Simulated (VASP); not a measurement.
# ZrH3 (Pm-3m) in VASP: a series of runs, part 3 of 3

VASP 6.6.1. Earlier steps stand in the parts before.

### Step 5. Single point, r2SCAN

This run uses another cell than the first one, of 7.45 Å³/atom, 0.951 times its volume.

File POSCAR:

```
ZrH3
1.0
    3.0997298504      0.0000000000      0.0000000000
    0.0000000000      3.0997298504      0.0000000000
    0.0000000000      0.0000000000      3.0997298504
Zr H
1 3
Direct
    0.0000000000      0.0000000000      0.0000000000
    0.0000000000      0.5000000000      0.5000000000
    0.5000000000      0.0000000000      0.5000000000
    0.5000000000      0.5000000000      0.0000000000
```

File INCAR.step1:

```
SYSTEM = ZrH3
  PREC = Accurate
  ENCUT = 520
  ISMEAR = 1
  SIGMA = 0.1
  LREAL = .FALSE.
  LASPH = .TRUE.
  NELM = 80
  NBANDS = 16
  GGA = PE
  ALGO = Normal
  EDIFF = 1E-4
  LWAVE = .TRUE.
  LCHARG = .FALSE.
```

File INCAR.step2:

```
SYSTEM = ZrH3
  PREC = Accurate
  ENCUT = 520
  EDIFF = 1E-6
  ISMEAR = 1
  SIGMA = 0.1
  LREAL = .FALSE.
  LASPH = .TRUE.
  NELM = 80
  ALGO = Normal
  ISIF = 2
  LWAVE = .FALSE.
  LCHARG = .FALSE.
  METAGGA = R2SCAN
  LMIXTAU = .TRUE.
  NBANDS = 16
  ISTART = 1
```

File KPOINTS:

```
Automatic mesh
0
G
  7 7 7
  0 0 0
```

Potentials or basis: VASP PAW PBE potentials, release 64 (Zr_sv, H).

Command:

```console
$ cat potpaw_PBE.64/Zr_sv/POTCAR potpaw_PBE.64/H/POTCAR > POTCAR
$ cp INCAR.step1 INCAR
$ mpirun -np 1 vasp_std > vasp.out
$ cp INCAR.step2 INCAR
$ mpirun -np 1 vasp_std > vasp.out
```

OUTCAR:

```text
SYSTEM = ZrH3
   PREC = Accurate
   ENCUT = 520
   EDIFF = 1E-6
   ISMEAR = 1
   LREAL = .FALSE.
   LASPH = .TRUE.
   NELM = 80
   ISIF = 2
   METAGGA = R2SCAN
   ISTART = 1

 ion  position               nearest neighbor table
   1  0.000  0.000  0.000-   2 2.19   3 2.19   4 2.19   2 2.19   3 2.19   2 2.19   4 2.19   2 2.19
                             3 2.19   4 2.19   3 2.19   4 2.19
   2  0.000  0.500  0.500-   1 2.19   1 2.19   1 2.19   1 2.19
   3  0.500  0.000  0.500-   1 2.19   1 2.19   1 2.19   1 2.19
   4  0.500  0.500  0.000-   1 2.19   1 2.19   1 2.19   1 2.19

  LATTYP: Found a simple cubic cell.
 ALAT       =     3.0997298504

  Lattice vectors:

 A1 = (   3.0997298504,   0.0000000000,   0.0000000000)
 A2 = (   0.0000000000,   3.0997298504,   0.0000000000)
 A3 = (   0.0000000000,   0.0000000000,   3.0997298504)

Analysis of symmetry for initial positions (statically):
=====================================================================
 Subroutine PRICEL returns:
 Original cell was already a primitive cell.

 Routine SETGRP: Setting up the symmetry group for a
 simple cubic supercell.

 Subroutine GETGRP returns: Found 48 space group operations
 (whereof 48 operations were pure point group operations)
 out of a pool of 48 trial point group operations.

The static configuration has the point symmetry O_h .

Analysis of symmetry for dynamics (positions and initial velocities):
=====================================================================
 Subroutine PRICEL returns:
 Original cell was already a primitive cell.

 Routine SETGRP: Setting up the symmetry group for a
 simple cubic supercell.

 Subroutine GETGRP returns: Found 48 space group operations
 (whereof 48 operations were pure point group operations)
 out of a pool of 48 trial point group operations.

The dynamic configuration has the point symmetry O_h .

 Subroutine INISYM returns: Found 48 space group operations
 (whereof 48 operations are pure point group operations),
 and found     1 'primitive' translations

----------------------------------------------------------------------------------------

                                     Primitive cell

  volume of cell :      29.7832

  direct lattice vectors                    reciprocal lattice vectors
     3.099729850  0.000000000  0.000000000     0.322608759  0.000000000  0.000000000
     0.000000000  3.099729850  0.000000000     0.000000000  0.322608759  0.000000000
     0.000000000  0.000000000  3.099729850     0.000000000  0.000000000  0.322608759

  length of vectors
     3.099729850  3.099729850  3.099729850     0.322608759  0.322608759  0.322608759

  position of ions in fractional coordinates (direct lattice)
     0.000000000  0.000000000  0.000000000
     0.000000000  0.500000000  0.500000000
     0.500000000  0.000000000  0.500000000
     0.500000000  0.500000000  0.000000000

  ion indices of the primitive-cell ions
   primitive index   ion index
                 1           1
                 2           2
                 3           3
                 4           4

[... 22 lines left out ...]
 ===========================================

 Found     20 irreducible k-points:

 Following reciprocal coordinates:
            Coordinates               Weight
  0.000000  0.000000  0.000000      1.000000
  0.142857  0.000000  0.000000      6.000000
  0.285714  0.000000  0.000000      6.000000
  0.428571  0.000000  0.000000      6.000000
  0.142857  0.142857  0.000000     12.000000
  0.285714  0.142857  0.000000     24.000000
[... 12 lines left out ...]
  0.428571  0.428571  0.285714     24.000000
  0.428571  0.428571  0.428571      8.000000
   k-points           NKPTS =     20   k-points in BZ     NKDIM =     20   number of bands    NBANDS=     16
   number of dos      NEDOS =    301   number of ions     NIONS =      4
   total plane-waves  NPLWV =  13824
   dimension x,y,z NGX =    24 NGY =   24 NGZ =   24
   dimension x,y,z NGXF=    48 NGYF=   48 NGZF=   48
   ions per type =               1   3
   NGX,Y,Z   is equivalent  to a cutoff of  12.87, 12.87, 12.87 a.u.
   NGXF,Y,Z  is equivalent  to a cutoff of  25.74, 25.74, 25.74 a.u.
 SYSTEM =  ZrH3
   PREC   = accura    normal or accurate (medium, high low for compatibility)
   ISTART =      1    job   : 0-new  1-cont  2-samecut
   ICHARG =      0    charge: 1-file 2-atom 10-const
   ISPIN  =      1    spin polarized calculation?
   LNONCOLLINEAR =      F non collinear calculations
   LSORBIT =      F    spin-orbit coupling
   LASPH  =      T    aspherical Exc in radial PAW
   ENCUT  =  520.0 eV  38.22 Ry    6.18 a.u.   5.76  5.76  5.76*2*pi/ulx,y,z
   NELM   =     80;   NELMIN=  2; NELMDL=  0     # of ELM steps
   EDIFF  = 0.1E-05   stopping-criterion for ELM
   LREAL  =      F    real-space projection
   EDIFFG = 0.1E-04   stopping-criterion for IOM
   NSW    =      0    number of steps for IOM
   IBRION =     -1    ionic relax: 0-MD 1-quasi-New 2-CG
   NFREE  =      0    steps in history (QN), initial steepest desc. (CG)
   ISIF   =      2    stress and relaxation
   ISYM   =      2    0-nonsym 1-usesym 2-fastsym
   POTIM  = 0.5000    time-step for ionic-motion
   TEBEG  =    0.0;   TEEND  =   0.0 temperature during run
   PSTRESS=    0.0 pullay stress
   NELECT =      15.0000    total number of electrons
   NUPDOWN=      -1.0000    fix difference up-down
   EMIN   =  10.00;   EMAX   =-10.00  energy-range for DOS
   EFERMI =   0.00;   METHOD = LEGACY
   ISMEAR =     1;   SIGMA  =   0.10  broadening in eV -4-tet -1-fermi 0-gaus
   EFERMI_NEDOS =   21; number of points for ismear=-14 and -15
   IALGO  =     38    algorithm
   IMIX   =      4    mixing-type and parameters
     AMIX     =   0.40;   BMIX     =  1.00
     AMIX_MAG =   1.60;   BMIX_MAG =  1.00
  volume/ion in A,a.u.               =       7.45        50.25
  Fermi-wavevector in a.u.,A,eV,Ry     =   1.302511  2.461389 23.082759  1.696535
  Thomas-Fermi vector in A             =   2.433574
   LORBIT       =      0    0 simple, 1 ext, 2 COOP (PROOUT), +10 PAW based schemes
   METAGGA = R2SCAN    functional components
   LHFCALC =     F    Hartree Fock is set to
   AEXX    =    0.0000 exact exchange contribution
   IVDW    =     0    specifies the selected vdW correction
   LEPSILON=     F    determine dielectric tensor
   LRPA    =     F    only Hartree local field effects (RPA)
 non-spin polarized calculation
 Methfessel and Paxton  Order N= 1 SIGMA  =   0.10
  energy-cutoff  :      520.00
  volume of cell :       29.78
 maximum number of plane-waves:       812
 NGX is ok and might be reduce to    24
   NGX = 11   NGY = 11   NGZ = 11

 number of electron      15.0000003 magnetization

 Free energy of the ion-electron system (eV)
  ---------------------------------------------------
  ext. energy  EPLUGINS =         0.00000000
  ---------------------------------------------------
  free energy    TOTEN  =       -34.45028408 eV

  energy without entropy =      -34.44963364  energy(sigma->0) =      -34.45006727

 E-fermi :   8.2270     XC(G=0): -11.9749

 val. band max:        8.0326006931   @ k =   0.2857   0.2857   0.0000
 cond. band min:       8.2747143968   @ k =   0.2857   0.2857   0.1429
 fundamental gap:      0.2421137037
 Fermi energy:         8.2270295604

 k-point     1 :       0.0000    0.0000    0.0000
  band No.  band energies     occupation
      1     -42.8914      2.00000
      2     -19.8748      2.00000
      3     -19.8748      2.00000
      4     -19.8748      2.00000
      5      -2.6900      2.00000
      6       3.5113      2.00000
[... 357 lines left out ...]
      3     -20.4197      2.00000
      4     -20.4197      2.00000
      5       1.6955      2.00000
      6       2.0342      2.00000
[... 8 lines left out ...]
     15      17.6237      0.00000
     16      18.1693      0.00000

------------------------ aborting loop because EDIFF is reached ----------------------------------------

  FORCE on cell =-STRESS in cart. coord.  units (eV):
  Direction    XX          YY          ZZ          XY          YZ          ZX
  --------------------------------------------------------------------------------------
  -------------------------------------------------------------------------------------
  Total        0.3382094      0.3382094      0.3382094      0.0000000     -0.0000000     -0.0000000
  in kB       18.1938545     18.1938545     18.1938545      0.0000000     -0.0000000     -0.0000000
  external PRESSURE =      18.1938545 kB  Pullay stress =       0.0000000 kB

 VOLUME and BASIS-vectors are now :
 -----------------------------------------------------------------------------
  energy-cutoff  :      520.00
  volume of cell :       29.78
      direct lattice vectors                 reciprocal lattice vectors
     3.099729850  0.000000000  0.000000000     0.322608759  0.000000000  0.000000000
     0.000000000  3.099729850  0.000000000     0.000000000  0.322608759  0.000000000
     0.000000000  0.000000000  3.099729850     0.000000000  0.000000000  0.322608759

 POSITION                                       TOTAL-FORCE (eV/Angst)
 -----------------------------------------------------------------------------------
      0.00000      0.00000      0.00000         0.000000      0.000000      0.000000
      0.00000      1.54986      1.54986         0.000000      0.000000      0.000000
      1.54986      0.00000      1.54986         0.000000      0.000000      0.000000
      1.54986      1.54986      0.00000         0.000000      0.000000      0.000000
 -----------------------------------------------------------------------------------
    total drift:                                0.000000      0.000000      0.000000

  FREE ENERGIE OF THE ION-ELECTRON SYSTEM (eV)
  ---------------------------------------------------
  free  energy   TOTEN  =       -34.4502840826 eV

  energy  without entropy=      -34.4496336423  energy(sigma->0) =      -34.45006727
```

It took 35 s on 1 thread of Intel Xeon Platinum 8375C at 2.90GHz (Ice Lake), shared host; peak memory 0.14 GiB.

What came out:

```yaml
Free_energy: -34.4503 eV
Pressure: 1.8 GPa
Band_gap_on_the_k_mesh: none (metal or under the smearing width)
```

Caveat: the PAW data sets were made with another functional, which shifts forces and pressure a little.

### Step 6. The runs side by side

| cell | gap on the mesh (eV) | pressure (GPa) |
| --- | --- | --- |
| Pm-3m, 7.83 Å³/atom | none | -4.7 |
| Pm-3m, 8.02 Å³/atom | none | -7.5 |
| Pm-3m, 6.87 Å³/atom | none | 15.0 |
| Pm-3m, 7.45 Å³/atom | none | 1.8 |

Alike in all rows: task single point; level r2SCAN; potentials or basis VASP PAW PBE potentials, release 64 (Zr_sv, H); no spin polarisation; k mesh 7 × 7 × 7; cutoff (eV) 520; smearing methfessel-paxton 0.1 eV.

Every run on the cell as given and a fine mesh finds a metal.

Caveats: the PAW data sets were made with another functional, which shifts forces and pressure a little (some runs); so large a pressure means that the cell lies far from this level's equilibrium, or that cutoff or potentials fall short (some runs); the potentials were made for another functional, which shifts forces and pressure (some runs).

Absolute energies hang on the potentials; compare differences alone.
